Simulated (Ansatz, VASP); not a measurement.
## Ba in VASP and in Ansatz

File INCAR:

```
SYSTEM = Ba
PREC = Accurate
ENCUT = 520
EDIFF = 1E-6
ISMEAR = -1
SIGMA = 0.08
LREAL = .FALSE.
LASPH = .TRUE.
NELM = 60
ALGO = Normal
ISIF = 2
LWAVE = .FALSE.
LCHARG = .TRUE.
GGA = PS
LELF = .TRUE.
LVHAR = .TRUE.
NBANDS = 11
```

File KPOINTS:

```
regular mesh
0
G
  11 11 11
  0 0 0
```

The input POSCAR:

```
Ba
1.0
   -2.2638975219      2.2638975219      2.2638975219
    2.2638975219     -2.2638975219      2.2638975219
    2.2638975219      2.2638975219     -2.2638975219
Ba
1
Direct
    0.0000000000      0.0000000000      0.0000000000
```

Input for Ansatz:

```yaml
crystal:
  lattice:
    - [-2.2638975219, 2.2638975219, 2.2638975219]
    - [2.2638975219, -2.2638975219, 2.2638975219]
    - [2.2638975219, 2.2638975219, -2.2638975219]
  atoms:
    - { symbol: Ba, position: [0.0, 0.0, 0.0] }
kpoints:
  mp_grid: { grid: [11, 11, 11] }
  band_path:
    path:
      - [0.0, 0.0, 0.0]
      - [0.5, -0.5, 0.5]
      - [0.0, 0.0, 0.5]
      - [0.0, 0.0, 0.0]
      - [0.25, 0.25, 0.25]
      - [0.5, -0.5, 0.5]
      - [0.25, 0.25, 0.25]
      - [0.0, 0.0, 0.5]
    npoints: 8
scf:
  occupations: { method: fermi_dirac, width: 0.08 }
hamiltonian:
  xc: pbesol
  pseudopotentials: { kind: paw }
output:
  forces: true
  stress: true
  eigenvalues: true
  populations: true
  dos: { projected: true, de: 0.2, e_range: [-14, 8] }
```

Change from the starting cell: volume scaled by 0.8, PAW files.

Alike in both runs: task single point; functional PBEsol; k mesh 11 × 11 × 11; occupations fermi-dirac, width 0.08 eV; no spin polarisation.

|  | VASP | Ansatz |
| --- | --- | --- |
| version | VASP 6.6.1 | Ansatz 0.2.0 |
| potentials or method | VASP PAW PBE potentials, release 64 (Ba_sv) | PAW with Ansatz's default frozen-core files, scalar-relativistic |
| plane-wave cutoff (eV) | 520 | 420 |
| valence electrons in the cell | 10 | 10 |

|  | VASP | Ansatz | Ansatz less VASP |
| --- | --- | --- | --- |
| pressure (GPa) | 3.1 | 2.8 | -0.27 |

Caveats: the PAW data sets were made with another functional, which shifts forces and pressure a little (VASP). The runs have no spin-orbit coupling, so splittings on Ba are missing.
